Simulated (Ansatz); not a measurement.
## Cd: pressure and energy above lowest point against volume per atom

Equation of state of a cubic crystal from periodic Kohn-Sham density functional theory without spin; pressure corrected for the finite basis. The results are calculated, by Ansatz 0.2.0 development build.

Cell of the first row (space group Fm-3m, No. 225):
```
cell vectors (Å)
   0.0000     2.2063     2.2063
   2.2063     0.0000     2.2063
   2.2063     2.2063     0.0000
atoms (fractions of the cell vectors)
Cd  0.00000  0.00000  0.00000
```

Settings of every row: formula Cd; structure type fcc; functional PBE; spin treatment none; k mesh 14x14x14; occupation method fermi-dirac; occupation width 0.061225619 eV; wave cutoff 420 eV; datasets soft-1 PAW; density cutoff ratio 4.

Limits: a cubic model structure, not a phase known at ambient conditions; modest k-mesh, values are not fully converged in k.

```csv
row,volume per atom (Å³),pressure (GPa),energy above lowest point (meV/atom)
1,21.48,3.053,11.55
2,21.937,?,?
3,22.394,0.785,0.9
4,22.851,-0.135,0
5,23.308,-0.933,1.55
6,23.765,-1.624,5.22
7,24.222,-2.221,10.72
```

Question: what pressure and energy above lowest point should row 2 give?

Worked fit of pressure. Take u = (V_r/V)^(2/3) − 1 with V_r = 23.079 Å³ an atom, which is twice the finite (Eulerian) strain; such expansions in the strain, on which the Birch-Murnaghan equation of state is built, carry the rest volume and the bulk modulus. The shown rows have u = 0.04903, 0.02029, 0.00664, -0.00656, -0.01934, -0.03171. Least squares give pressure = −0.5471 + 60.436 × u + 250.63 × u² + 292.5 × u³ GPa; a parabola predicts inner rows, each left out in turn, worse (root mean square 0.0057 against 0.00065 GPa). All shown rows lie on it to the printed digit. The pressure vanishes at u = 0.0087, or V = 22.78 Å³ an atom, and there the bulk modulus at fixed shape and fractions is B = −V dP/dV = (2/3)(1 + u) dP/du = 43.6 GPa. The withheld row has u = 0.03441, so the fit gives −0.5471 + 60.436 × (0.03441) + 250.63 × (0.03441)² + 292.5 × (0.03441)³ = 1.841 GPa.

The calculation gave 1.841 GPa. The fit meets it to the printed digit.

Worked fit of energy above lowest point. Take u = (V_r/V)^(2/3) − 1 with V_r = 23.079 Å³ an atom, which is twice the finite (Eulerian) strain; such expansions in the strain, on which the Birch-Murnaghan equation of state is built, carry the rest volume and the bulk modulus. The shown rows have u = 0.04903, 0.02029, 0.00664, -0.00656, -0.01934, -0.03171. Least squares give energy above lowest point = 0.49 − 118.07 × u + 6670 × u² + 6912 × u³ meV/atom; a parabola predicts inner rows, each left out in turn, worse (root mean square 0.14 against 0.0041 meV/atom). All shown rows lie on it to the printed digit. Its lowest point lies at u = 0.0087, or V = 22.78 Å³ an atom, and the curvature there gives the bulk modulus at fixed shape and fractions, B = (4/9)(1 + u)² E″(u)/V = 43.6 GPa. The withheld row has u = 0.03441, so the fit gives 0.49 − 118.07 × (0.03441) + 6670 × (0.03441)² + 6912 × (0.03441)³ = 4.61 meV/atom.

The calculation gave 4.61 meV/atom. The fit meets it to the printed digit.
